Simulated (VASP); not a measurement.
# HfN (Fm-3m) in VASP: notebook

The runs below take HfN through optical spectrum, with PBE, LDA, PBEsol.

Program: VASP 6.6.1. These are calculated values, not measurements. Logs are shortened: lines on timing, memory, paths and dates and some standing lists are left out, and cuts for length are marked.

**1. The structure**

The structure is cubic, space group Fm-3m (No. 225). The conventional cell has a = 4.525 Å, b = 4.525 Å, c = 4.525 Å, α = 90.00°, β = 90.00°, γ = 90.00°. Around Hf (site symmetry m-3m) lie 6 N at 2.26 Å. Around N (site symmetry m-3m) lie 6 Hf at 2.26 Å.

The cell was built by a generator and isn't the measured one.

**2. Optical spectrum, PBE**

Input file INCAR:

```
SYSTEM = HfN
ALGO = Normal
CSHIFT = 0.05
EDIFF = 1E-7
ENCUT = 520
GGA = PE
ISIF = 2
ISMEAR = -1
LASPH = .TRUE.
LCHARG = .FALSE.
LOPTICS = .TRUE.
LREAL = .FALSE.
LWAVE = .FALSE.
NBANDS = 40
NEDOS = 2000
NELM = 80
PREC = Accurate
SIGMA = 0.05
```

Input file KPOINTS:

```
k-points
0
G
  28 28 28
  0 0 0
```

Input file POSCAR:

```
HfN
1.0
    0.0000000000      2.2625000000      2.2625000000
    2.2625000000      0.0000000000      2.2625000000
    2.2625000000      2.2625000000      0.0000000000
Hf N
1 1
Direct
    0.0000000000      0.0000000000      0.0000000000
    0.5000000000      0.5000000000      0.5000000000
```

Potentials or basis: VASP PAW PBE potentials, release 64 (Hf_pv, N).

Run with:

```console
$ cat potpaw_PBE.64/Hf_pv/POTCAR potpaw_PBE.64/N/POTCAR > POTCAR
$ mpirun -np 1 vasp_std > vasp.out
```

OUTCAR:

```text
SYSTEM = HfN
   EDIFF = 1E-7
   ENCUT = 520
   GGA = PE
   ISIF = 2
   ISMEAR = -1
   LASPH = .TRUE.
   LREAL = .FALSE.
   NELM = 80
   PREC = Accurate

 ion  position               nearest neighbor table
   1  0.000  0.000  0.000-   2 2.26   2 2.26   2 2.26   2 2.26   2 2.26   2 2.26
   2  0.500  0.500  0.500-   1 2.26   1 2.26   1 2.26   1 2.26   1 2.26   1 2.26

  LATTYP: Found a face centered cubic cell.
 ALAT       =     4.5250000000

  Lattice vectors:

 A1 = (   0.0000000000,   2.2625000000,   2.2625000000)
 A2 = (   2.2625000000,   0.0000000000,   2.2625000000)
 A3 = (   2.2625000000,   2.2625000000,   0.0000000000)

Analysis of symmetry for initial positions (statically):
=====================================================================
 Subroutine PRICEL returns:
 Original cell was already a primitive cell.

 Routine SETGRP: Setting up the symmetry group for a
 face centered cubic supercell.

 Subroutine GETGRP returns: Found 48 space group operations
 (whereof 48 operations were pure point group operations)
 out of a pool of 48 trial point group operations.

The static configuration has the point symmetry O_h .

Analysis of symmetry for dynamics (positions and initial velocities):
=====================================================================
 Subroutine PRICEL returns:
 Original cell was already a primitive cell.

 Routine SETGRP: Setting up the symmetry group for a
 face centered cubic supercell.

 Subroutine GETGRP returns: Found 48 space group operations
 (whereof 48 operations were pure point group operations)
 out of a pool of 48 trial point group operations.

The dynamic configuration has the point symmetry O_h .

 Subroutine INISYM returns: Found 48 space group operations
 (whereof 48 operations are pure point group operations),
 and found     1 'primitive' translations

----------------------------------------------------------------------------------------

                                     Primitive cell

  volume of cell :      23.1631

  direct lattice vectors                    reciprocal lattice vectors
     0.000000000  2.262500000  2.262500000    -0.220994475  0.220994475  0.220994475
     2.262500000  0.000000000  2.262500000     0.220994475 -0.220994475  0.220994475
     2.262500000  2.262500000  0.000000000     0.220994475  0.220994475 -0.220994475

  length of vectors
     3.199658185  3.199658185  3.199658185     0.382773659  0.382773659  0.382773659

  position of ions in fractional coordinates (direct lattice)
     0.000000000  0.000000000  0.000000000
     0.500000000  0.500000000  0.500000000

  ion indices of the primitive-cell ions
   primitive index   ion index
                 1           1
                 2           2

----------------------------------------------------------------------------------------

 KPOINTS: k-points

Automatic generation of k-mesh.
 Grid dimensions read from file:
 generate k-points for:   28   28   28

 Generating k-lattice:

[... 75 lines left out ...]
   EFERMI =   0.00;   METHOD = LEGACY
   ISMEAR =    -1;   SIGMA  =   0.05  broadening in eV -4-tet -1-fermi 0-gaus
   EFERMI_NEDOS =   21; number of points for ismear=-14 and -15
   IALGO  =     38    algorithm
   IMIX   =      4    mixing-type and parameters
     AMIX     =   0.40;   BMIX     =  1.00
     AMIX_MAG =   1.60;   BMIX_MAG =  1.00
  volume/ion in A,a.u.               =      11.58        78.16
  Fermi-wavevector in a.u.,A,eV,Ry     =   1.416359  2.676530 27.294276  2.006073
  Thomas-Fermi vector in A             =   2.537702
   LORBIT       =      0    0 simple, 1 ext, 2 COOP (PROOUT), +10 PAW based schemes
   GGA     = PE    functional components
   LHFCALC =     F    Hartree Fock is set to
   AEXX    =    0.0000 exact exchange contribution
   IVDW    =     0    specifies the selected vdW correction
   LEPSILON=     F    determine dielectric tensor
   LRPA    =     F    only Hartree local field effects (RPA)
 non-spin polarized calculation
  energy-cutoff  :      520.00
  volume of cell :       23.16
 maximum number of plane-waves:       637
   NGX = 11   NGY = 11   NGZ = 11

 number of electron      15.0000000 magnetization

 Free energy of the ion-electron system (eV)
  ---------------------------------------------------
  ext. energy  EPLUGINS =         0.00000000
  ---------------------------------------------------
  free energy    TOTEN  =       -21.75878372 eV

  energy without entropy =      -21.75362883  energy(sigma->0) =      -21.75620627

 E-fermi :   8.3479     XC(G=0): -12.7080

 val. band max:        8.3344110373   @ k =  -0.1429   0.1429   0.0357
 cond. band min:       8.3535271937   @ k =   0.2500   0.0714   0.0357
 fundamental gap:      0.0191161564
 Fermi energy:         8.3478737640

 k-point     1 :       0.0000    0.0000    0.0000
  band No.  band energies     occupation
      1     -22.8269      2.00000
      2     -22.8269      2.00000
      3     -22.8269      2.00000
      4      -9.1398      2.00000
      5       5.3200      2.00000
      6       5.3200      2.00000
[... 505 lines left out ...]
      6       2.7960      2.00000
[... 11 lines left out ...]
     18      26.4618      0.00000
     19      32.8815      0.00000

 [... further k-points ...]

 [bands above 19 left out]

------------------------ aborting loop because EDIFF is reached ----------------------------------------

  FORCE on cell =-STRESS in cart. coord.  units (eV):
  Direction    XX          YY          ZZ          XY          YZ          ZX
  --------------------------------------------------------------------------------------
  -------------------------------------------------------------------------------------
  Total        0.2495047      0.2495047      0.2495047     -0.0000000      0.0000000      0.0000000
  in kB       17.2581232     17.2581232     17.2581232     -0.0000000      0.0000000      0.0000000
  external PRESSURE =      17.2581232 kB  Pullay stress =       0.0000000 kB

 VOLUME and BASIS-vectors are now :
 -----------------------------------------------------------------------------
  energy-cutoff  :      520.00
  volume of cell :       23.16
      direct lattice vectors                 reciprocal lattice vectors
     0.000000000  2.262500000  2.262500000    -0.220994475  0.220994475  0.220994475
     2.262500000  0.000000000  2.262500000     0.220994475 -0.220994475  0.220994475
     2.262500000  2.262500000  0.000000000     0.220994475  0.220994475 -0.220994475

 POSITION                                       TOTAL-FORCE (eV/Angst)
 -----------------------------------------------------------------------------------
      0.00000      0.00000      0.00000        -0.000000      0.000000      0.000000
      2.26250      2.26250      2.26250         0.000000      0.000000      0.000000
 -----------------------------------------------------------------------------------
    total drift:                                0.000000     -0.000000     -0.000000

  FREE ENERGIE OF THE ION-ELECTRON SYSTEM (eV)
  ---------------------------------------------------
  free  energy   TOTEN  =       -21.7587837163 eV

  energy  without entropy=      -21.7536288257  energy(sigma->0) =      -21.75620627

 electrical conductivity sigma (Mega S m-1) (frequency dependency in vasprun.xml)
  --------------------------------------------------------------------------------------
       0.170       0.000       0.000
       0.000       0.170       0.000
       0.000       0.000       0.170

  frequency dependent IMAGINARY DIELECTRIC FUNCTION (independent particle, no local field effects) density-density
     E(ev)      X         Y         Z        XY        YZ        ZX
  --------------------------------------------------------------------------------------------------------------
     0.00000    -0.00017    -0.00017    -0.00017    -0.00000     0.00000     0.00000
     1.13082     0.51732     0.51732     0.51732     0.00000     0.00000    -0.00000
     2.26164     0.66585     0.66585     0.66585     0.00000     0.00000    -0.00000
     3.39246     0.88253     0.88253     0.88253    -0.00000    -0.00000     0.00000
     4.52328     1.88355     1.88355     1.88355    -0.00000    -0.00000    -0.00000
     5.65410     7.29563     7.29563     7.29563    -0.00000    -0.00000    -0.00000
[... 92 lines left out ...]
   110.82028     0.00000     0.00000     0.00000    -0.00000    -0.00000     0.00000
   111.95110     0.00000     0.00000     0.00000    -0.00000    -0.00000     0.00000

  frequency dependent      REAL DIELECTRIC FUNCTION (independent particle, no local field effects) density-density
     E(ev)        X           Y           Z          XY          YZ          ZX
  --------------------------------------------------------------------------------------------------------------
     0.00000   240.78975   240.78975   240.78975    -0.00000     0.00000    -0.00000
     1.13082     1.81338     1.81338     1.81338     0.00000    -0.00000     0.00000
     2.26164     5.77941     5.77941     5.77941     0.00000    -0.00000     0.00000
     3.39246     7.13548     7.13548     7.13548     0.00000    -0.00000     0.00000
     4.52328     8.31132     8.31132     8.31132     0.00000    -0.00000     0.00000
     5.65410     8.10559     8.10559     8.10559     0.00000     0.00000    -0.00000
[... 92 lines left out ...]
   110.82028     0.91442     0.91442     0.91442     0.00000    -0.00000    -0.00000
   111.95110     0.91635     0.91635     0.91635     0.00000    -0.00000    -0.00000

  frequency dependent IMAGINARY DIELECTRIC FUNCTION (independent particle, no local field effects) current-current
     E(ev)      X         Y         Z        XY        YZ        ZX
  --------------------------------------------------------------------------------------------------------------
     0.00000   457.15472   457.15472   457.15472    -0.00000    -0.00000     0.00000
     1.13082     0.43519     0.43519     0.43519     0.00000     0.00000     0.00000
     2.26164     0.66553     0.66553     0.66553     0.00000     0.00000     0.00000
     3.39246     0.88238     0.88238     0.88238    -0.00000    -0.00000     0.00000
     4.52328     1.88387     1.88387     1.88387    -0.00000    -0.00000    -0.00000
     5.65410     7.29974     7.29974     7.29974    -0.00000    -0.00000    -0.00000
[... 92 lines left out ...]
   110.82028     0.00000     0.00000     0.00000     0.00000    -0.00000     0.00000
   111.95110     0.00000     0.00000     0.00000     0.00000    -0.00000     0.00000

  frequency dependent      REAL DIELECTRIC FUNCTION (independent particle, no local field effects) current-current
     E(ev)        X           Y           Z          XY          YZ          ZX
  --------------------------------------------------------------------------------------------------------------
     0.00000   -70.31494   -70.31494   -70.31494     0.00000     0.00000    -0.00000
     1.13082     3.72857     3.72857     3.72857     0.00000     0.00000    -0.00000
     2.26164     6.22796     6.22796     6.22796     0.00000     0.00000    -0.00000
     3.39246     7.32525     7.32525     7.32525     0.00000     0.00000    -0.00000
     4.52328     8.39560     8.39560     8.39560    -0.00000     0.00000    -0.00000
     5.65410     8.03910     8.03910     8.03910    -0.00000    -0.00000    -0.00000
[... 92 lines left out ...]
   110.82028     0.91461     0.91461     0.91461    -0.00000     0.00000    -0.00000
   111.95110     0.91654     0.91654     0.91654    -0.00000     0.00000    -0.00000
```

Run time: 3.7 min. Hardware: 1 thread of Intel Xeon Platinum 8488C (Sapphire Rapids), shared host; peak memory 0.84 GiB.

What came out:

```
Free energy            : -21.7588 eV
Pressure               : 1.7 GPa
Band gap on the k mesh : none (metal or under the smearing width)
```

Dielectric function (mean over the directions given):
```csv
energy (eV),real part,imaginary part
0.28,-37.61,45.99
0.96,0.40,2.79
1.64,4.87,0.57
2.32,5.86,0.62
3.00,6.67,0.85
3.68,7.35,1.80
4.35,7.83,1.68
5.03,9.30,3.56
5.71,7.77,7.28
6.39,5.55,7.73
7.07,4.44,8.47
7.75,3.81,8.03
8.42,2.93,7.21
9.10,1.64,6.62
9.78,0.88,6.52
10.46,-0.14,6.25
11.14,-1.50,6.77
11.82,-2.78,5.03
12.50,-2.22,1.86
13.17,-1.09,1.59
13.85,-0.93,1.81
14.53,-0.57,1.38
15.21,-0.31,1.08
15.89,0.00,1.36
16.57,-0.19,1.37
17.25,-0.12,0.75
17.92,0.28,0.76
18.60,0.52,0.79
19.28,0.37,1.66
19.96,0.19,0.99
```

Caveat: independent-particle spectra lack excitons; the intraband (Drude) part of a metal's response may be missing.

(Continued in part 2 of 2.)
